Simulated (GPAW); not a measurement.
A run of GPAW 26.7.0 is set up as follows.

Contents of run.py:

```python
from ase import Atoms
from ase.dft.bandgap import bandgap
from ase.io import write
from ase.units import GPa
from gpaw import GPAW, PW

atoms = Atoms(['N', 'N', 'B', 'B'],
              cell=[[2.5539396017, 0.0, 0.0],
                    [-1.2769698009, 2.2117765748, 0.0],
                    [0.0, 0.0, 4.226855]],
              scaled_positions=[[0.3333333333, 0.6666666667, 0.125276],
                                [0.6666666667, 0.3333333333, 0.625276],
                                [0.3333333333, 0.6666666667, 0.499724],
                                [0.6666666667, 0.3333333333, 0.999724]],
              pbc=True)

calc = GPAW(mode=PW(800),
            xc='LDA',
            kpts={'size': (10, 10, 5), 'gamma': True},
            occupations={'name': 'fermi-dirac', 'width': 0.05},
            nbands=18,
            convergence={'density': 1e-05, 'energy': 1e-05},
            maxiter=150,
            txt='gpaw.txt')
atoms.calc = calc
energy = atoms.get_potential_energy()
forces = atoms.get_forces()
stress = atoms.get_stress()
calc.write('gs.gpw')
write('result.traj', atoms)
print(f'Energy: {energy:.6f} eV')
print('Forces (eV/A):')
print(forces.round(4))
print('Stress (GPa):', (stress / GPa).round(3))
print('Fermi level:', round(calc.get_fermi_level(), 4), 'eV')
print(f'Gap: {bandgap(calc)[0]:.4f} eV, direct: {bandgap(calc, direct=True)[0]:.4f} eV')

path = atoms.cell.bandpath('GMKGALHA,LM,KH', npoints=60, eps=1e-4)
bs_calc = calc.fixed_density(kpts=path, symmetry='off', nbands=27,
                             convergence={'bands': 'CBM+6.0', 'eigenstates': 1e-6}, txt='bands.txt')
bs = bs_calc.band_structure()
bs.write('bs.json')
print(f'Gap on the path: {bandgap(bs_calc)[0]:.4f} eV')
```

Potentials or basis: the program's PAW data sets (release 1.2.1) made for this functional, pw.

Command:

```sh
$ OMP_NUM_THREADS=1 python run.py
```

(1) Estimate the band gap along the path.

(2) Predict the largest force.

(3) Estimate the band gap on the k mesh.

Results:

(1) 4.98 eV, indirect (least direct gap 8.11 eV).

(2) 0.022 eV/Å.

(3) 5.18 eV, indirect (least direct gap 8.11 eV).

Caveat: the mesh misses the band edges, which the band path finds closer together.
